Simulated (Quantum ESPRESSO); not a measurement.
**HfB2 under changes of volume**

One of the cells (9.905 Å³/atom); the others are scaled copies at fixed shape and fractional positions:

```
Hf B
1.0
     3.14000    0.00000    0.00000
    -1.57000    2.71932    0.00000
     0.00000    0.00000    3.48000
Hf B
1 2
Direct
  0.00000 0.00000 0.00000
  0.66667 0.33333 0.50000
  0.33333 0.66667 0.50000
```

```yaml
Program: Quantum ESPRESSO 7.5
Functional: LDA
Potentials_or_basis: PseudoDojo 0.4 FR PBE standard
Cutoff: 1034 eV
Density_cutoff: 4136 eV
k_mesh: 8 × 8 × 7
Occupations: fermi-dirac, width 0.05 eV
Spin: spin-orbit coupling, no magnetisation
```

| volume (Å³/atom) | energy over the lowest point (meV/atom) | pressure (GPa) |
| --- | --- | --- |
| 9.311 | 13.30 | 11.5 |
| 9.509 | 2.94 | 5.2 |
| 9.707 | 0.00 | -0.5 |
| 9.905 | 3.77 | -5.7 |
| 10.103 | 13.66 | -10.4 |
| 10.301 | ? | ? |
| 10.499 | 49.42 | -18.4 |

Task: What does the run at 10.301 Å³/atom give?

Result: Energy over the lowest point 29.03 meV/atom; pressure -14.6 GPa.

Worked out: A Birch-Murnaghan fit of order 3 (a polynomial in V^(-2/3)) to the other rows has its minimum at 9.69 Å³/atom with B0 = V·E''(V) = 268 GPa and B' = 3.9 at fixed shape and positions, which overstates the stiffness. It gives 29.04 meV/atom at 10.301 Å³/atom, against the run's 29.03, and -dE/dV = -14.5 GPa, against -14.6.

Energies are extrapolated to zero smearing.

Caveats: the potentials were made for another functional, which shifts forces and pressure.
